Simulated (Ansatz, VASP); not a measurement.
SiC in VASP and in Ansatz

File POSCAR:

```
SiC
1.0
    0.0000000000      2.1780523503      2.2675703018
    2.1780523503      0.0000000000      2.2675703018
    2.1780523503      2.1780523503      0.0000000000
Si C
1 1
Direct
    0.0000000000      0.0000000000      0.0000000000
    0.2500000000      0.2500000000      0.2500000000
```

INCAR.step1

```
  PREC = Accurate
  ENCUT = 520
  ISMEAR = 0
  SIGMA = 0.01
  LREAL = F
  LASPH = T
  NELM = 80
  NBANDS = 11
  GGA = PE
  ALGO = Normal
  EDIFF = 1E-4
  LWAVE = T
  LCHARG = F
```

The input INCAR.step2:

```
  PREC = Accurate
  ENCUT = 520
  EDIFF = 1E-6
  ISMEAR = 0
  SIGMA = 0.01
  LREAL = F
  LASPH = T
  NELM = 80
  ALGO = Normal
  ISIF = 2
  LWAVE = F
  LCHARG = T
  METAGGA = R2SCAN
  LMIXTAU = T
  LELF = T
  LVHAR = T
  NBANDS = 11
  ISTART = 1
```

File KPOINTS:

```
Automatic mesh
0
Gamma
  10 10 10
```

Input for Ansatz:

```yaml
crystal:
  lattice:
    - [0.0, 2.1780523503, 2.2675703018]
    - [2.1780523503, 0.0, 2.2675703018]
    - [2.1780523503, 2.1780523503, 0.0]
  atoms:
    - { symbol: Si, position: [0.0, 0.0, 0.0] }
    - { symbol: C, position: [0.25, 0.25, 0.25] }
kpoints:
  mp_grid: { grid: [10, 10, 10] }
  band_path:
    path:
      - [0.0, 0.0, 0.0]
      - [-0.5, -0.5, 0.0]
      - [-0.375, -0.375, 0.25]
      - [-0.375, 0.0, 0.375]
      - [0.0, 0.0, 0.5]
      - [-0.5, -0.25, 0.25]
      - [0.0, 0.5, 0.5]
    npoints: 1
hamiltonian:
  xc: r2scan
scf:
  occupations: { method: fixed }
  n_extra_bands: 4
output:
  forces: true
  stress: true
  eigenvalues: true
```

Change from the starting cell: uniaxial_z strain +4.1%.

Alike in both runs: task single point; functional r2SCAN; k mesh 10 × 10 × 10; no spin polarisation.

|  | VASP | Ansatz |
| --- | --- | --- |
| version | VASP 6.6.1 | Ansatz 0.2.0 |
| potentials or method | VASP PAW PBE potentials, release 64 (Si, C) | plane waves, PAW |
| plane-wave cutoff (eV) | 520 | 500 |
| occupations | gaussian, width 0.01 eV | fixed |
| valence electrons in the cell | 8 | 8 |

VASP gave:

| Item | Value |
| --- | --- |
| gap on the k mesh at the Fermi level (eV) | 1.53 |
| pressure (GPa) | -8.7 |
| largest component of the traceless stress (GPa) | 8.04 |

Problem. What did Ansatz give for the same quantities?

Solution. gap on the k mesh at the Fermi level (eV): 1.52; pressure (GPa): -8.5; largest component of the traceless stress (GPa): 8.01.

Caveats: the PAW data sets were made with another functional, which shifts forces and pressure a little (VASP). A k mesh can miss the band edges.
